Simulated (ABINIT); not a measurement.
Wanted: the native input for an ABINIT 10.8.3 (patched build) run.

```yaml
Task: single point
Functional: PBEsol
Potentials_or_basis: PseudoDojo NC SR PBEsol v0.4.1 standard
Cutoff: 898 eV
k_mesh: 8 × 8 × 4
Occupations: fermi-dirac, width 0.05 eV
Spin: no spin polarisation
```

Bi:

```xyz
2
Lattice="3.2384 0.0000 0.0000 0.0000 3.2216 0.0000 -0.0805 0.0000 6.4439" Properties=species:S:1:pos:R:3 pbc="T T T"
Bi    1.7380    0.0023    4.8347
Bi    1.4650    0.0410    1.5556
```

This isn't the form of Bi at room conditions, which is rhombohedral.

The cell isn't the ideal one: atoms moved at random, drawn with an rms of 0.05 Å.

These files were run (other wordings do the same):

run.abi

```
# Pseudopotentials
pp_dirpath "./"
pseudos "Bi.upf"

# Structure
acell 3*1.0
rprim
     6.1196441934     0.0000000000     0.0000000000
     0.0000000000     6.0880235460     0.0000000000
    -0.1520376873     0.0000000000    12.1771849872
ntypat 1
znucl 83
natom 2
typat 1 1
xcart
     3.2843872837     0.0042798806     9.1363470610
     2.7684013365     0.0773909553     2.9396455190
chkprim 0
chksymtnons 0
tolsym 1.0e-6

# Plane-wave basis
ecut 897.975746 eV

# k points
kptopt 1
ngkpt 8 8 4
nshiftk 1
shiftk 0.0 0.0 0.0

# Exchange and correlation
ixc -116133

# Bands and occupations
nband 19
occopt 3
tsmear 0.05 eV

# SCF cycle
nstep 100
tolvrs 1.0e-10

# Output
iomode 3
prtwf 0
prtden 0
prteig 0
prtebands 0
enunit 1
```

Potentials or basis: PseudoDojo NC SR PBEsol v0.4.1 standard.

The run is started by

```console
$ abinit run.abi > log 2>&1
```

It gave:

| Property | Result |
| --- | --- |
| Pressure | -0.4 GPa |
| Largest force | 0.053 eV/Å |
| Band gap on the k mesh | none (metal or under the smearing width) |
| Valence electrons inside the program's atomic spheres | Bi 10.72, 10.70 (radii [1.0584] Å) |

Caveat: spin-orbit coupling is left out, which moves the levels of the heavy elements.

Wall time 3.6 min on 1 thread of Arm Neoverse V2 (shared host), peak memory 0.22 GiB.
